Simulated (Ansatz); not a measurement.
The reference is ZnTe in the zinc blende structure (space group F-43m, No. 216; a = 6.0657 Å). Axes: x, y, z lie along the cube axes.

All numbers come from PBEsol/PAW in Ansatz (a first-principles code), spin-orbit coupling left out.

It is then changed as follows: the cell is scaled by 1.0078 in all directions; the atoms relax in the strained cell.

Question: Predict the stress tensor and what it implies for the stiffness.

Answer: Stress of the strained cell less that of the base (GPa, compression positive):
```
  -1.11    0.00    0.00
   0.00   -1.11    0.00
   0.00    0.00   -1.11
```

Then B = −ΔP/(ΔV/V₀) with ΔV/V₀ = 0.0236 gives secant stiffness values (nonlinear terms included at this strain): B ≈ 47 GPa.

Whether these cells are dynamically stable was not tested.
